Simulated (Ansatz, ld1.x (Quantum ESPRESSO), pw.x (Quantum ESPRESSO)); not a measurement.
What a changed setting does to a pw.x run (sc V)

Potential: ultrasoft, ld1.x (Quantum ESPRESSO) 7.5, PBE; core [Ne], reference 3s2 3p6 3d3 4s2 4p0; waves: 3s (bound): rcut 1.25, rcutus 1.40 bohr; 4s (bound): rcut 1.25, rcutus 1.40 bohr; 3p (bound): rcut 1.40, rcutus 1.80 bohr; 4p (bound, empty): rcut 1.40, rcutus 1.80 bohr; 3d (bound): rcut 1.20, rcutus 1.60 bohr; 3d channel at 3.85 Ry: rcut 1.20, rcutus 1.60 bohr; local part: all-electron potential smoothed inside 1.80 bohr (lloc = -1); core correction: a·sin(br)/r model core inside 1.40 bohr; augmentation: PSQ, inside the norm-conserving radii.

The reference run (k-mesh 13³, cutoffs 85/680 Ry, Fermi–Dirac 0.01 Ry, mixing_beta 0.4, conv_thr 1e-9, no spin) gives 2.91 GPa at 14.583 Å³/atom, where all-electron LAPW gives 1.01 GPa. This run, with its own iteration cap, changes nspin = 2 with starting_magnetization to 0.5.

```
&control
  calculation='scf', prefix='x', pseudo_dir='./', outdir='./tmp', tstress=.true., disk_io='none'
/
&system
  ibrav=0, nat=1, ntyp=1, ecutwfc=85, ecutrho=680, nbnd=14,
  occupations='smearing', smearing='fd', degauss=0.01, nspin=2, starting_magnetization(1)=0.5
/
&electrons
  conv_thr=1e-09, mixing_beta=0.4, electron_maxstep=60
/
ATOMIC_SPECIES
V 1.0 V.UPF
CELL_PARAMETERS angstrom
  2.44314340 0.00000000 0.00000000
  0.00000000 2.44314340 0.00000000
  0.00000000 0.00000000 2.44314340
ATOMIC_POSITIONS crystal
V 0.0000 0.0000 0.0000
K_POINTS automatic
13 13 13 0 0 0
```

```bash
pw.x < V.scf.in > V.scf.out
```

**Question.** How does the run end?

**Answer.** It converges in 34 iterations; the free energy moves by +0.0 meV/atom and the pressure by +0.00 GPa. The result is that of the reference run.

```
Message from routine setup:
     using ibrav=0 with symmetry is DISCOURAGED, use correct ibrav instead
     lattice parameter (alat)  =       4.6169  a.u.
     unit-cell volume          =      98.4110 (a.u.)^3
     number of electrons       =        13.00
     number of Kohn-Sham states=           14
     kinetic-energy cutoff     =      85.0000  Ry
     charge density cutoff     =     680.0000  Ry
     scf convergence threshold =      1.0E-09
     Exchange-correlation= PBE
     atomic species   magnetization
     number of k points=    84  Fermi-Dirac smearing, width (Ry)=  0.0100
     iteration #  1     ecut=    85.00 Ry     beta= 0.40
     total energy              =    -143.40555466 Ry
     estimated scf accuracy    <       0.27004509 Ry
     total magnetization       =     3.26 Bohr mag/cell
     absolute magnetization    =     3.26 Bohr mag/cell
     iteration #  2     ecut=    85.00 Ry     beta= 0.40
     total energy              =    -143.52085515 Ry
     estimated scf accuracy    <       0.14016711 Ry
     total magnetization       =     2.89 Bohr mag/cell
     absolute magnetization    =     2.90 Bohr mag/cell
     iteration #  3     ecut=    85.00 Ry     beta= 0.40
     total energy              =    -143.57287510 Ry
     estimated scf accuracy    <       0.02913964 Ry
     total magnetization       =     2.09 Bohr mag/cell
     absolute magnetization    =     2.11 Bohr mag/cell
     iteration #  4     ecut=    85.00 Ry     beta= 0.40
     total energy              =    -143.57190207 Ry
     estimated scf accuracy    <       0.01220294 Ry
     total magnetization       =     1.15 Bohr mag/cell
     absolute magnetization    =     1.17 Bohr mag/cell
     iteration #  5     ecut=    85.00 Ry     beta= 0.40
     total energy              =    -143.58644468 Ry
     estimated scf accuracy    <       0.01936911 Ry
     total magnetization       =     1.58 Bohr mag/cell
     absolute magnetization    =     1.60 Bohr mag/cell
     iteration #  6     ecut=    85.00 Ry     beta= 0.40
     total energy              =    -143.62376110 Ry
     estimated scf accuracy    <       0.00279385 Ry
     total magnetization       =     0.47 Bohr mag/cell
     absolute magnetization    =     0.50 Bohr mag/cell
     [... 22 iterations left out ...]
     iteration # 29     ecut=    85.00 Ry     beta= 0.40
     total energy              =    -143.62879010 Ry
     estimated scf accuracy    <       0.00000025 Ry
     total magnetization       =    -0.00 Bohr mag/cell
     absolute magnetization    =     0.00 Bohr mag/cell
     iteration # 30     ecut=    85.00 Ry     beta= 0.40
     total energy              =    -143.62880644 Ry
     estimated scf accuracy    <       0.00000034 Ry
     total magnetization       =     0.01 Bohr mag/cell
     absolute magnetization    =     0.01 Bohr mag/cell
     iteration # 31     ecut=    85.00 Ry     beta= 0.40
     total energy              =    -143.62880324 Ry
     estimated scf accuracy    <       0.00000007 Ry
     total magnetization       =     0.00 Bohr mag/cell
     absolute magnetization    =     0.01 Bohr mag/cell
     iteration # 32     ecut=    85.00 Ry     beta= 0.40
     total energy              =    -143.62880736 Ry
     estimated scf accuracy    <          7.0E-09 Ry
     total magnetization       =     0.00 Bohr mag/cell
     absolute magnetization    =     0.00 Bohr mag/cell
     iteration # 33     ecut=    85.00 Ry     beta= 0.40
     total energy              =    -143.62880721 Ry
     estimated scf accuracy    <       0.00000001 Ry
     total magnetization       =     0.00 Bohr mag/cell
     absolute magnetization    =     0.00 Bohr mag/cell
     iteration # 34     ecut=    85.00 Ry     beta= 0.40
     the Fermi energy is    15.3083 ev
!    total energy              =    -143.62880736 Ry
     estimated scf accuracy    <          5.2E-10 Ry
     smearing contrib. (-TS)   =      -0.00586793 Ry
     The total energy is F=E-TS. E is the sum of the following terms:
     one-electron contribution =     -55.50240860 Ry
     hartree contribution      =      32.96937240 Ry
     xc contribution           =     -17.23099541 Ry
     ewald contribution        =    -103.85890782 Ry
     total magnetization       =     0.00 Bohr mag/cell
     absolute magnetization    =     0.00 Bohr mag/cell
     convergence has been achieved in  34 iterations
          total   stress  (Ry/bohr**3)                   (kbar)     P=       29.07
     Message from routine punch:
     Nothing written, as per user request (disk_io='none')
```

The run took about 2.8 min on one core of a shared host (Neoverse-V1, 32 threads, 247 GiB, load 14).
